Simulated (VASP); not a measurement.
The input files of a VASP run:

INCAR:
```
ALGO=Normal
EDIFF=1E-7
ENCUT=400
GGA=PS
ISIF=2
ISMEAR=-5
ISPIN=2
LASPH=T
LCHARG=T
LMAXMIX=6
LORBIT=11
LREAL=F
LWAVE=F
MAGMOM=1.8 0.4
NEDOS=601
NELM=100
PREC=Accurate
SYSTEM=CoPt
```

File KPOINTS:
```
Automatic mesh
0
gamma
  15 15 11
0 0 0
```

POSCAR:
```
CoPt
1.0
  2.6582354960   0.0000000000   0.0000000000
  0.0000000000   2.6582354960   0.0000000000
  0.0000000000   0.0000000000   3.6540354927
Co Pt
1 1
Direct
  0.0000000000   0.0000000000   0.0000000000
  0.5000000000   0.5000000000   0.5000000000
```

POTCAR, in this order: Co Pt (PBE.64 set). Program: vasp_std.

Translate this PBEsol calculation to Quantum ESPRESSO's pw.x.

One equivalent input (not run):
```
&CONTROL
  calculation = 'scf'
  pseudo_dir = './pseudo'
  outdir = './out'
  tprnfor = .true.
  tstress = .true.
/
&SYSTEM
  ibrav = 0
  nat = 2
  ntyp = 2
  ecutwfc = 96
  occupations = 'tetrahedra'
  input_dft = 'pbesol'
  nspin = 2
  starting_magnetization(1) = 0.18
  starting_magnetization(2) = 0.04
/
&ELECTRONS
  conv_thr = 7.3e-09
  electron_maxstep = 100
/
ATOMIC_SPECIES
  Co 58.933 Co.upf
  Pt 195.084 Pt.upf
CELL_PARAMETERS angstrom
     2.6582355    0.0000000    0.0000000
     0.0000000    2.6582355    0.0000000
    -0.0000000    0.0000000    3.6540355
ATOMIC_POSITIONS crystal
  Co   0.0000000  0.0000000  0.0000000
  Pt   0.5000000  0.5000000  0.5000000
K_POINTS automatic
  15 15 11 0 0 0
```
The two are equivalent in intent, not identical: the potentials are each code's own (VASP's PAW set, PseudoDojo norm-conserving files in pw.x), so ENCUT and ecutwfc are chosen apart and not converted; conv_thr bounds pw.x's estimated SCF error, while EDIFF bounds the energy change between steps; starting_magnetization is a fraction of the valence charge and MAGMOM a moment in μB, so they match only roughly.

The compound is CoPt in the L1_0 structure. It was relaxed first.
